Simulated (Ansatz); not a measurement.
Runs of Ansatz 0.2.0 on Sb. It takes space group R-3m (No. 166, trigonal). Conventional cell: a = 4.308 Å, b = 4.308 Å, c = 11.274 Å, α = 90.00°, β = 90.00°, γ = 120.00°. Sb (site symmetry 3m) has 3 Sb at 2.91 Å as nearest neighbours. 

```csv
task,level,cutoff (eV),points for each segment of the path,gap on the mesh (eV),pressure (GPa),V0 of scaled cells (Å³/atom),B0 (GPa),largest force (eV/Å)
band structure,LDA,420,14,none,-1.2,-,-,0.01
equation of state,LDA,420,-,-,-,29.59,60,-
equation of state,r2SCAN,500,-,-,-,31.08,(a),-
band structure,r2SCAN,500,14,none,(b),-,-,0.01
```

Alike in all rows: potentials or basis Ansatz PAW; no spin polarisation; cell as given; k mesh 8 × 8 × 8; smearing fermi-dirac 0.05 eV.

Task: Estimate the missing entries.

Result: (a) 54; (b) 1.7.

Caveats: spin-orbit coupling is left out, which moves the levels of the heavy elements (some runs); the PAW data sets come from PBE, with cores solved anew for the run's functional, which leaves a small shift of forces and pressure (some runs); the cell was scaled at fixed shape and fractional positions, which overstates the stiffness of a crystal with free parameters, most of all of layers and chains (some runs); the PAW data sets were made with another functional, which shifts forces and pressure a little (some runs).

A k mesh can miss the band edges, and the runs leave out spin-orbit coupling on Sb.

A gap of «none» marks a metal or a gap under the smearing width.

Runs at the PBE level aren't shown here.
